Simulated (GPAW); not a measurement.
A run of GPAW 26.7.0 is set up as follows.

File run.py:

```python
from ase.dft.bandgap import bandgap
from ase.io import read, write
from ase.units import GPa
from gpaw import GPAW, PW

atoms = read('POSCAR')

calc = GPAW(mode=PW(700),
            xc='PBE',
            kpts={'size': (11, 11, 11), 'gamma': True},
            occupations={'name': 'fermi-dirac', 'width': 0.05},
            nbands=15,
            convergence={'density': 1e-05, 'energy': 1e-05},
            maxiter=100,
            txt='gpaw.txt')
atoms.calc = calc
energy = atoms.get_potential_energy()
forces = atoms.get_forces()
stress = atoms.get_stress()
calc.write('gs.gpw')
write('result.traj', atoms)
print(f'Energy: {energy:.6f} eV')
print('Forces (eV/A):')
print(forces.round(4))
print('Stress (GPa):', (stress / GPa).round(3))
print('Fermi level:', round(calc.get_fermi_level(), 4), 'eV')
print(f'Gap: {bandgap(calc)[0]:.4f} eV, direct: {bandgap(calc, direct=True)[0]:.4f} eV')
```

The input POSCAR:

```
Nb
1.0
    0.0000000000      2.1150000000      2.1150000000
    2.1150000000      0.0000000000      2.1150000000
    2.1150000000      2.1150000000      0.0000000000
Nb
1
Direct
    0.0000000000      0.0000000000      0.0000000000
```

Potentials or basis: GPAW PAW data sets (gpaw-data 1.2.1), pw.

Command:

```sh
$ OMP_NUM_THREADS=1 python run.py
```

**Question.** Estimate the band gap on the k mesh.

**Answer.** None (metal or under the smearing width).

**Question.** Estimate the pressure.

**Answer.** -2.5 GPa.
